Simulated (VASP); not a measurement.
# I (Im-3m) in VASP: further runs

One crystal, I, is run at these levels: PBE; tasks: single point.

Program: VASP 6.6.1. These are calculated values, not measurements. Logs are shortened: lines on timing, memory, paths and dates and some standing lists are left out, and cuts for length are marked.

## 1. Starting point

Symmetry: Im-3m, No. 229, cubic system. The conventional cell has a = 4.179 Å, b = 4.179 Å, c = 4.179 Å, α = 90.00°, β = 90.00°, γ = 90.00°. I (site symmetry m-3m) has 8 I at 3.62 Å as nearest neighbours.

The real solid is made of molecules; this cell is a model form.

## 2. Single point, PBE

The input, INCAR:

```
SYSTEM = I
PREC = Accurate
ENCUT = 650
EDIFF = 1E-6
ISMEAR = 0
SIGMA = 0.05
LREAL = .FALSE.
LASPH = .TRUE.
NELM = 100
ALGO = Normal
ISIF = 2
LWAVE = .FALSE.
LCHARG = .FALSE.
GGA = PE
NBANDS = 10
ADDGRID = .FALSE.
```

The input, KPOINTS:

```
Automatic mesh
0
G
  3 3 3
  0 0 0
```

The input, POSCAR:

```
I
1.0
   -2.0893754423      2.0893754423      2.0893754423
    2.0893754423     -2.0893754423      2.0893754423
    2.0893754423      2.0893754423     -2.0893754423
I
1
Direct
    0.0000000000      0.0000000000      0.0000000000
```

Potentials or basis: VASP PAW PBE potentials, release 64 (I).

On the command line:

```
$ cat potpaw_PBE.64/I/POTCAR > POTCAR
$ mpirun -np 1 vasp_std > vasp.out
```

OUTCAR:

```text
SYSTEM = I
   PREC = Accurate
   ENCUT = 650
   EDIFF = 1E-6
   ISMEAR = 0
   LREAL = .FALSE.
   LASPH = .TRUE.
   NELM = 100
   ISIF = 2
   GGA = PE

 Found      4 irreducible k-points:

 Following reciprocal coordinates:
            Coordinates               Weight
  0.000000  0.000000  0.000000      1.000000
  0.333333  0.000000  0.000000     12.000000
  0.333333  0.333333  0.000000      8.000000
 -0.333333  0.333333  0.333333      6.000000
   k-points           NKPTS =      4   k-points in BZ     NKDIM =      4   number of bands    NBANDS=     10
   number of dos      NEDOS =    301   number of ions     NIONS =      1
   total plane-waves  NPLWV =  27000
   dimension x,y,z NGX =    30 NGY =   30 NGZ =   30
   dimension x,y,z NGXF=    60 NGYF=   60 NGZF=   60
   ions per type =               1
   NGX,Y,Z   is equivalent  to a cutoff of  13.78, 13.78, 13.78 a.u.
   NGXF,Y,Z  is equivalent  to a cutoff of  27.56, 27.56, 27.56 a.u.
 SYSTEM =  I
   PREC   = accura    normal or accurate (medium, high low for compatibility)
   ISTART =      0    job   : 0-new  1-cont  2-samecut
   ICHARG =      2    charge: 1-file 2-atom 10-const
   ISPIN  =      1    spin polarized calculation?
   LNONCOLLINEAR =      F non collinear calculations
   LSORBIT =      F    spin-orbit coupling
   LASPH  =      T    aspherical Exc in radial PAW
   ENCUT  =  650.0 eV  47.77 Ry    6.91 a.u.   7.52  7.52  7.52*2*pi/ulx,y,z
   NELM   =    100;   NELMIN=  2; NELMDL= -5     # of ELM steps
   EDIFF  = 0.1E-05   stopping-criterion for ELM
   LREAL  =      F    real-space projection
   EDIFFG = 0.1E-04   stopping-criterion for IOM
   NSW    =      0    number of steps for IOM
   IBRION =     -1    ionic relax: 0-MD 1-quasi-New 2-CG
   NFREE  =      0    steps in history (QN), initial steepest desc. (CG)
   ISIF   =      2    stress and relaxation
   ISYM   =      2    0-nonsym 1-usesym 2-fastsym
   POTIM  = 0.5000    time-step for ionic-motion
   TEBEG  =    0.0;   TEEND  =   0.0 temperature during run
   PSTRESS=    0.0 pullay stress
   NELECT =       7.0000    total number of electrons
   NUPDOWN=      -1.0000    fix difference up-down
   EMIN   =  10.00;   EMAX   =-10.00  energy-range for DOS
   EFERMI =   0.00;   METHOD = LEGACY
   ISMEAR =     0;   SIGMA  =   0.05  broadening in eV -4-tet -1-fermi 0-gaus
   EFERMI_NEDOS =   21; number of points for ismear=-14 and -15
   IALGO  =     38    algorithm
   IMIX   =      4    mixing-type and parameters
     AMIX     =   0.40;   BMIX     =  1.00
     AMIX_MAG =   1.60;   BMIX_MAG =  1.00
  volume/ion in A,a.u.               =      36.48       246.21
  Fermi-wavevector in a.u.,A,eV,Ry     =   0.944215  1.784308 12.130172  0.891543
  Thomas-Fermi vector in A             =   2.071998
   LORBIT       =      0    0 simple, 1 ext, 2 COOP (PROOUT), +10 PAW based schemes
   GGA     = PE    functional components
   LHFCALC =     F    Hartree Fock is set to
   AEXX    =    0.0000 exact exchange contribution
   IVDW    =     0    specifies the selected vdW correction
   LEPSILON=     F    determine dielectric tensor
   LRPA    =     F    only Hartree local field effects (RPA)
 non-spin polarized calculation
 Gauss-broadening in eV      SIGMA  =   0.05
  energy-cutoff  :      650.00
  volume of cell :       36.48
 maximum number of plane-waves:      1409
 NGX is ok and might be reduce to    30

 number of electron       6.9999999 magnetization

 Free energy of the ion-electron system (eV)
  ---------------------------------------------------
  ext. energy  EPLUGINS =         0.00000000
  ---------------------------------------------------
  free energy    TOTEN  =        -1.16427558 eV

  energy without entropy =       -1.15780623  energy(sigma->0) =       -1.16104090

 E-fermi :   4.6514     XC(G=0):  -8.8951

 val. band max:        4.0271929415   @ k =   0.3333   0.3333   0.0000
 cond. band min:       4.6920936790   @ k =   0.3333   0.0000   0.0000
 fundamental gap:      0.6649007375
 Fermi energy:         4.6514226866

 k-point     1 :       0.0000    0.0000    0.0000
  band No.  band energies     occupation
      1      -9.1508      2.00000
      2       4.9192      0.00000
      3       4.9192      0.00000
      4       4.9192      0.00000
      5      10.9766      0.00000
      6      13.8792      0.00000
      7      13.8792      0.00000
      8      13.8792      0.00000
      9      16.1288      0.00000
     10      16.1288      0.00000

 k-point     2 :       0.3333    0.0000    0.0000
  band No.  band energies     occupation
      1      -8.1994      2.00000
      2       0.8975      2.00000
      3       3.6693      2.00000
      4       4.6921      0.25000
      5      10.4560      0.00000
      6      11.7262      0.00000
      7      15.5314      0.00000
      8      15.7899      0.00000
      9      17.7083      0.00000
     10      18.3532      0.00000

 k-point     3 :       0.3333    0.3333    0.0000
  band No.  band energies     occupation
      1      -7.5746      2.00000
      2       0.9651      2.00000
      3       0.9651      2.00000
      4       4.0272      2.00000
      5      11.3444      0.00000
      6      13.8598      0.00000
      7      13.8598      0.00000
      8      17.6349      0.00000
      9      17.6349      0.00000
     10      19.8060      0.00000

 k-point     4 :      -0.3333    0.3333    0.3333
  band No.  band energies     occupation
      1      -7.4453      2.00000
      2       1.3919      2.00000
      3       2.2921      2.00000
      4       2.2921      2.00000
      5       9.5879      0.00000
      6      11.8099      0.00000
      7      16.0403      0.00000
      8      16.0403      0.00000
      9      17.0357      0.00000
     10      17.9592      0.00000

------------------------ aborting loop because EDIFF is reached ----------------------------------------

  FORCE on cell =-STRESS in cart. coord.  units (eV):
  Direction    XX          YY          ZZ          XY          YZ          ZX
  --------------------------------------------------------------------------------------
  -------------------------------------------------------------------------------------
  Total       -0.0084991     -0.0084991     -0.0084991     -0.0000000     -0.0000000      0.0000000
  in kB       -0.3732272     -0.3732272     -0.3732272     -0.0000000     -0.0000000      0.0000000
  external PRESSURE =      -0.3732272 kB  Pullay stress =       0.0000000 kB

 VOLUME and BASIS-vectors are now :
 -----------------------------------------------------------------------------
  energy-cutoff  :      650.00
  volume of cell :       36.48
      direct lattice vectors                 reciprocal lattice vectors
    -2.089375442  2.089375442  2.089375442     0.000000000  0.239305962  0.239305962
     2.089375442 -2.089375442  2.089375442     0.239305962  0.000000000  0.239305962
     2.089375442  2.089375442 -2.089375442     0.239305962  0.239305962  0.000000000

 POSITION                                       TOTAL-FORCE (eV/Angst)
 -----------------------------------------------------------------------------------
      0.00000      0.00000      0.00000        -0.000000      0.000000     -0.000000
 -----------------------------------------------------------------------------------
    total drift:                               -0.000000     -0.000000     -0.000000

  FREE ENERGIE OF THE ION-ELECTRON SYSTEM (eV)
  ---------------------------------------------------
  free  energy   TOTEN  =        -1.1642755783 eV

  energy  without entropy=       -1.1578062259  energy(sigma->0) =       -1.16104090
```

It took 3.1 s on 1 thread of Intel Xeon Platinum 8488C (Sapphire Rapids), shared host; peak memory 0.16 GiB.

These settings aren't checked as converged: the numbers below hold their error.

Results:

- Free energy: -1.1643 eV
- Pressure: 0.0 GPa
- Band gap on the k mesh: none (metal or under the smearing width)

Caveat: the k mesh is coarse (spacing up to 0.71 Å⁻¹), so the values aren't converged; an odd number of electrons without spin polarisation forces a metal; a magnetic or distorted state may lie lower.

## 3. Single point, PBE

This run uses another cell than the first one, of the same volume but with other edges.

INCAR is that of step 2.

KPOINTS is that of step 2.

The input, POSCAR:

```
I
1.0
   -2.1240960000      2.1667550000      2.1089740000
    2.1114880000     -2.1329730000      2.0625830000
    2.0399160000      2.0487930000     -2.0751920000
I
1
Direct
    0.0126280000     -0.0160290000     -0.0040210000
```

Potentials or basis: VASP PAW PBE potentials, release 64 (I).

On the command line:

```
$ cat potpaw_PBE.64/I/POTCAR > POTCAR
$ mpirun -np 1 vasp_std > vasp.out
```

It took 4.9 s on 1 thread of Intel Xeon Platinum 8488C (Sapphire Rapids), shared host; peak memory 0.17 GiB.

The run converged, but some of its settings lie outside the range that counts as converged, so its numbers aren't taken as properties of the crystal.

What came out:

| Item | Value |
| --- | --- |
| Free energy | -1.1747 eV |
| Pressure | -0.1 GPa |
| Band gap on the k mesh | none (metal or under the smearing width) |

Caveat: the k mesh is coarse (spacing up to 0.72 Å⁻¹), so the values aren't converged; an odd number of electrons without spin polarisation forces a metal; a magnetic or distorted state may lie lower.

## 4. Single point, PBE

Edit INCAR of step 3 so:

```diff
@@ -2,3 +2,3 @@
 PREC = Accurate
-ENCUT = 650
+ENCUT = 400
 EDIFF = 1E-6
```

The input, KPOINTS:

```
Automatic mesh
0
G
  4 4 4
  0 0 0
```

The input, POSCAR:

```
I
1.0
   -2.0893754423      2.0893754423      2.0893754423
    2.0893754423     -2.0893754423      2.0893754423
    2.0893754423      2.0893754423     -2.0893754423
I
1
Direct
    0.0000000000      0.0000000000      0.0000000000
```

Potentials or basis: VASP PAW PBE potentials, release 64 (I).

On the command line:

```
$ cat potpaw_PBE.64/I/POTCAR > POTCAR
$ mpirun -np 1 vasp_std > vasp.out
```

OUTCAR:

```text
SYSTEM = I
   PREC = Accurate
   ENCUT = 400
   EDIFF = 1E-6
   ISMEAR = 0
   LREAL = .FALSE.
   LASPH = .TRUE.
   NELM = 100
   ISIF = 2
   GGA = PE

 Found      8 irreducible k-points:

 Following reciprocal coordinates:
            Coordinates               Weight
  0.000000  0.000000  0.000000      1.000000
  0.250000  0.000000  0.000000     12.000000
  0.500000  0.000000  0.000000      6.000000
[... 150 lines left out ...]
      7      14.5873      0.00000
      8      14.5873      0.00000
      9      15.6472      0.00000
     10      17.7233      0.00000

 [... further k-points ...]

------------------------ aborting loop because EDIFF is reached ----------------------------------------

  FORCE on cell =-STRESS in cart. coord.  units (eV):
  Direction    XX          YY          ZZ          XY          YZ          ZX
  --------------------------------------------------------------------------------------
  -------------------------------------------------------------------------------------
  Total       -0.1426135     -0.1426135     -0.1426135     -0.0000000      0.0000000      0.0000000
  in kB       -6.2627037     -6.2627037     -6.2627037     -0.0000000      0.0000000      0.0000000
  external PRESSURE =      -6.2627037 kB  Pullay stress =       0.0000000 kB

 VOLUME and BASIS-vectors are now :
 -----------------------------------------------------------------------------
  energy-cutoff  :      400.00
  volume of cell :       36.48
      direct lattice vectors                 reciprocal lattice vectors
    -2.089375442  2.089375442  2.089375442     0.000000000  0.239305962  0.239305962
     2.089375442 -2.089375442  2.089375442     0.239305962  0.000000000  0.239305962
     2.089375442  2.089375442 -2.089375442     0.239305962  0.239305962  0.000000000

 POSITION                                       TOTAL-FORCE (eV/Angst)
 -----------------------------------------------------------------------------------
      0.00000      0.00000      0.00000         0.000000      0.000000     -0.000000
 -----------------------------------------------------------------------------------
    total drift:                                0.000000     -0.000000      0.000000

  FREE ENERGIE OF THE ION-ELECTRON SYSTEM (eV)
  ---------------------------------------------------
  free  energy   TOTEN  =        -1.1394876763 eV

  energy  without entropy=       -1.1289481808  energy(sigma->0) =       -1.13421793
```

OSZICAR:

```text
N       E                     dE             d eps       ncg     rms          rms(c)
DAV:   1     0.144845869926E+02    0.14485E+02   -0.22997E+03   168   0.412E+02
DAV:   2    -0.695872076666E+00   -0.15180E+02   -0.14948E+02   210   0.698E+01
DAV:   3    -0.113407873396E+01   -0.43821E+00   -0.43775E+00   180   0.126E+01
DAV:   4    -0.113771013039E+01   -0.36314E-02   -0.36308E-02   214   0.145E+00
DAV:   5    -0.113776201919E+01   -0.51889E-04   -0.51888E-04   192   0.164E-01    0.326E+00
DAV:   6    -0.113844424015E+01   -0.68222E-03   -0.16183E-03   210   0.207E-01    0.199E+00
DAV:   7    -0.113947744739E+01   -0.10332E-02   -0.32216E-03   170   0.299E-01    0.106E-01
DAV:   8    -0.113948727204E+01   -0.98247E-05   -0.15393E-04   198   0.619E-02    0.137E-02
DAV:   9    -0.113948767632E+01   -0.40427E-06   -0.29600E-06   194   0.117E-02
   1 F= -.11394877E+01 E0= -.11342179E+01  d E =-.105395E-01
```

stdout:

```text
POSCAR found type information on POSCAR I
 POSCAR found :  1 types and       1 ions
 scaLAPACK will be used
 LDA part: xc-table for (Slater+PW92), standard interpolation
 POSCAR, INCAR and KPOINTS ok, starting setup
 FFT: planning ... GRIDC
 FFT: planning ... GRID_SOFT
 FFT: planning ... GRID
 WAVECAR not read
 entering main loop
```

Wall time 2.1 s (1 thread of Intel Xeon Platinum 8488C (Sapphire Rapids), shared host); peak memory 0.13 GiB.

These settings aren't checked as converged: the numbers below hold their error.

Results:

| Item | Value |
| --- | --- |
| Free energy | -1.1395 eV |
| Pressure | -0.6 GPa |
| Band gap on the k mesh | none (metal or under the smearing width) |

Caveat: the k mesh is coarse (spacing up to 0.53 Å⁻¹), so the values aren't converged; an odd number of electrons without spin polarisation forces a metal; a magnetic or distorted state may lie lower.

## 5. Single point, PBE

This run uses another cell than the first one, of the same volume but with other edges.

INCAR is that of step 4.

KPOINTS is that of step 4.

The input, POSCAR:

```
I
1.0
   -2.1240960000      2.1667550000      2.1089740000
    2.1114880000     -2.1329730000      2.0625830000
    2.0399160000      2.0487930000     -2.0751920000
I
1
Direct
    0.0126280000     -0.0160290000     -0.0040210000
```

Potentials or basis: VASP PAW PBE potentials, release 64 (I).

On the command line:

```
$ cat potpaw_PBE.64/I/POTCAR > POTCAR
$ mpirun -np 1 vasp_std > vasp.out
```

OUTCAR:

```text
SYSTEM = I
   PREC = Accurate
   ENCUT = 400
   EDIFF = 1E-6
   ISMEAR = 0
   LREAL = .FALSE.
   LASPH = .TRUE.
   NELM = 100
   ISIF = 2
   GGA = PE

 Found     36 irreducible k-points:

 Following reciprocal coordinates:
            Coordinates               Weight
  0.000000  0.000000  0.000000      1.000000
  0.250000  0.000000 -0.000000      2.000000
  0.500000  0.000000 -0.000000      1.000000
 -0.000000  0.250000 -0.000000      2.000000
  0.250000  0.250000 -0.000000      2.000000
  0.500000  0.250000 -0.000000      2.000000
   k-points           NKPTS =     36   k-points in BZ     NKDIM =     36   number of bands    NBANDS=     10
   number of dos      NEDOS =    301   number of ions     NIONS =      1
   total plane-waves  NPLWV =  13824
   dimension x,y,z NGX =    24 NGY =   24 NGZ =   24
   dimension x,y,z NGXF=    48 NGYF=   48 NGZF=   48
   ions per type =               1
   NGX,Y,Z   is equivalent  to a cutoff of  10.80, 10.96, 11.21 a.u.
   NGXF,Y,Z  is equivalent  to a cutoff of  21.60, 21.91, 22.42 a.u.
 SYSTEM =  I
   PREC   = accura    normal or accurate (medium, high low for compatibility)
   ISTART =      0    job   : 0-new  1-cont  2-samecut
   ICHARG =      2    charge: 1-file 2-atom 10-const
[... 61 lines left out ...]

 k-point     1 :       0.0000    0.0000    0.0000
  band No.  band energies     occupation
      1      -9.1922      2.00000
      2       4.7633      0.00000
      3       4.9014      0.00000
      4       4.9888      0.00000
      5      10.9255      0.00000
      6      13.5771      0.00000
      7      13.7618      0.00000
      8      14.2029      0.00000
      9      16.0659      0.00000
     10      16.2787      0.00000
[... 53 lines left out ...]
 k-point     6 :       0.5000    0.2500   -0.0000
  band No.  band energies     occupation
      1      -7.9379      2.00000
      2       0.7159      2.00000
      3       2.1244      2.00000
      4       4.2618      0.00590
      5      11.3962      0.00000
      6      12.9185      0.00000
      7      15.0037      0.00000
      8      16.0948      0.00000
      9      17.9386      0.00000
     10      19.6084      0.00000

 [... further k-points ...]

------------------------ aborting loop because EDIFF is reached ----------------------------------------

  FORCE on cell =-STRESS in cart. coord.  units (eV):
  Direction    XX          YY          ZZ          XY          YZ          ZX
  --------------------------------------------------------------------------------------
  -------------------------------------------------------------------------------------
  Total       -0.2260111     -0.2722234     -0.1647606     -1.3524675      0.2587581      0.1344737
  in kB       -9.9250056    -11.9543635     -7.2352641    -59.3919841     11.3630514      5.9052490
  external PRESSURE =      -9.7048777 kB  Pullay stress =       0.0000000 kB

 VOLUME and BASIS-vectors are now :
 -----------------------------------------------------------------------------
  energy-cutoff  :      400.00
  volume of cell :       36.48
      direct lattice vectors                 reciprocal lattice vectors
    -2.124096000  2.166755000  2.108974000     0.005496097  0.235420953  0.237828778
     2.111488000 -2.132973000  2.062583000     0.241671392  0.002899229  0.240425590
     2.039916000  2.048793000 -2.075192000     0.245788549  0.242134979 -0.001217987

 POSITION                                       TOTAL-FORCE (eV/Angst)
 -----------------------------------------------------------------------------------
      4.08253     -0.03087     -0.01069         0.000000      0.000000      0.000000
 -----------------------------------------------------------------------------------
    total drift:                               -0.000001     -0.000000      0.000000

  FREE ENERGIE OF THE ION-ELECTRON SYSTEM (eV)
  ---------------------------------------------------
  free  energy   TOTEN  =        -1.1797130219 eV

  energy  without entropy=       -1.1774735444  energy(sigma->0) =       -1.17859328
```

OSZICAR:

```text
N       E                     dE             d eps       ncg     rms          rms(c)
DAV:   1     0.161203215504E+02    0.16120E+02   -0.21839E+03   720   0.399E+02
DAV:   2    -0.633221447431E+00   -0.16754E+02   -0.16466E+02   908   0.755E+01
DAV:   3    -0.118180792010E+01   -0.54859E+00   -0.54560E+00   908   0.139E+01
DAV:   4    -0.118648930811E+01   -0.46814E-02   -0.46809E-02   858   0.158E+00
DAV:   5    -0.118656223386E+01   -0.72926E-04   -0.72925E-04   828   0.182E-01    0.333E+00
DAV:   6    -0.118051582868E+01    0.60464E-02   -0.85465E-03   790   0.412E-01    0.203E+00
DAV:   7    -0.117981256282E+01    0.70327E-03   -0.13263E-02   776   0.536E-01    0.203E-01
DAV:   8    -0.117973396568E+01    0.78597E-04   -0.13580E-03   766   0.175E-01    0.465E-02
DAV:   9    -0.117971244447E+01    0.21521E-04   -0.61313E-05   822   0.391E-02    0.244E-02
DAV:  10    -0.117971302188E+01   -0.57741E-06   -0.83600E-06   804   0.150E-02
   1 F= -.11797130E+01 E0= -.11785933E+01  d E =-.223948E-02
```

stdout:

```text
POSCAR found type information on POSCAR I
 POSCAR found :  1 types and       1 ions
 scaLAPACK will be used
 LDA part: xc-table for (Slater+PW92), standard interpolation
 POSCAR, INCAR and KPOINTS ok, starting setup
 FFT: planning ... GRIDC
 FFT: planning ... GRID_SOFT
 FFT: planning ... GRID
 WAVECAR not read
 entering main loop
```

It took 3.9 s on 1 thread of Intel Xeon Platinum 8488C (Sapphire Rapids), shared host; peak memory 0.14 GiB.

These settings aren't checked as converged: the numbers below hold their error.

Results:

| Item | Value |
| --- | --- |
| Free energy | -1.1797 eV |
| Pressure | -1.0 GPa |
| Band gap on the k mesh | none (metal or under the smearing width) |

Caveat: the k mesh is coarse (spacing up to 0.54 Å⁻¹), so the values aren't converged; an odd number of electrons without spin polarisation forces a metal; a magnetic or distorted state may lie lower.

## 6. For comparison

An earlier run on the cell as given: functional PBE; potentials or basis VASP PAW PBE potentials, release 64 (I); cutoff 520 eV; k mesh 9 × 9 × 9; occupations fermi-dirac, width 0.05 eV; no spin polarisation.

- Pressure: -0.2 GPa
- Band gap on the k mesh: none (metal or under the smearing width)
